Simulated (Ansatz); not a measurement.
Computed with DFT PBE, scalar-relativistic, plane waves, PAW in Ansatz 0.2.0. All cells share a 420 eV cutoff and Γ-centred k meshes spaced at most about 0.3 Å⁻¹ (about 0.25 or finer for metals, 2π included). No spin polarisation.

These are static total energies at zero pressure.

Two forms of Si₅N were relaxed alike.

A.

Space group P3m1 (No. 156). a = 3.710 Å, b = 3.710 Å, c = 8.611 Å, α = 90.00°, β = 90.00°, γ = 120.00°
```tsv
atom	site	symmetry	x	y	z
Si	1b	3m.	0.3333	0.6667	0.3106
Si	1b	3m.	0.3333	0.6667	0.5848
Si	1c	3m.	0.6667	0.3333	0.6847
Si	1c	3m.	0.6667	0.3333	0.9593
Si	1a	3m.	0.0000	0.0000	0.2109
N	1a	3m.	0.0000	0.0000	0.9997
```

B.

Space group Cm (No. 8). a = 6.792 Å, b = 3.616 Å, c = 8.797 Å, α = 90.00°, β = 102.09°, γ = 90.00°
```json
{"atom": "Si", "site": "2a", "symmetry": "m", "x": "0.3710", "y": "0.0000", "z": "0.6916"}
{"atom": "Si", "site": "2a", "symmetry": "m", "x": "0.2974", "y": "0.0000", "z": "0.4161"}
{"atom": "Si", "site": "2a", "symmetry": "m", "x": "0.0964", "y": "0.5000", "z": "0.3202"}
{"atom": "Si", "site": "2a", "symmetry": "m", "x": "0.0539", "y": "0.5000", "z": "0.0451"}
{"atom": "Si", "site": "2a", "symmetry": "m", "x": "0.0721", "y": "0.0000", "z": "0.7842"}
{"atom": "N", "site": "2a", "symmetry": "m", "x": "0.1090", "y": "0.0000", "z": "0.9928"}
```

**Question.** Which would you expect to be lower, and how large is the difference?

**Answer.** B is lower, by 22 meV/atom. A has space group P3m1 (No. 156), 17.1 Å³/atom and no gap on its mesh; B has space group Cm (No. 8), 17.6 Å³/atom and no gap. Counting Si atoms around N (those within 1.25 times the shortest such distance or 1.15 times the sum of covalent radii; a plus sign parts nearer from farther groups), A has N 1+3 and B has N 3. A and B both hold Si–Si nets. Even the lower one lies +0.17 eV/atom against the reference forms of the elements (uncorrected), so neither is stable at this level. In A, around Si on its first site lie 4 Si at 2.31–2.36 Å; Si on its second site has 4 Si at 2.31–2.36 Å; N is surrounded by 1 Si at 1.82 Å and 3 Si at 2.17 Å; 3 more sites not described. In B, around Si on its first site lie 4 Si at 2.31–2.37 Å; Si on its second site has 4 Si at 2.32–2.37 Å; around N lie 1 Si at 1.80 Å and 2 Si at 1.92 Å; 3 more sites not described. Origin: A, invented; B, invented, then shaken at random and relaxed again. The lowest form computed isn't among them: it has space group P1 (No. 1), 16.6 Å³/atom and lies 185 meV/atom below the best shown.

The k mesh leaves some 4 meV/atom of noise in the energy of each metallic cell. Cells relaxed within their symmetry can be saddle points. Some types were kept out of the candidates beforehand, so the set may lack a known form.
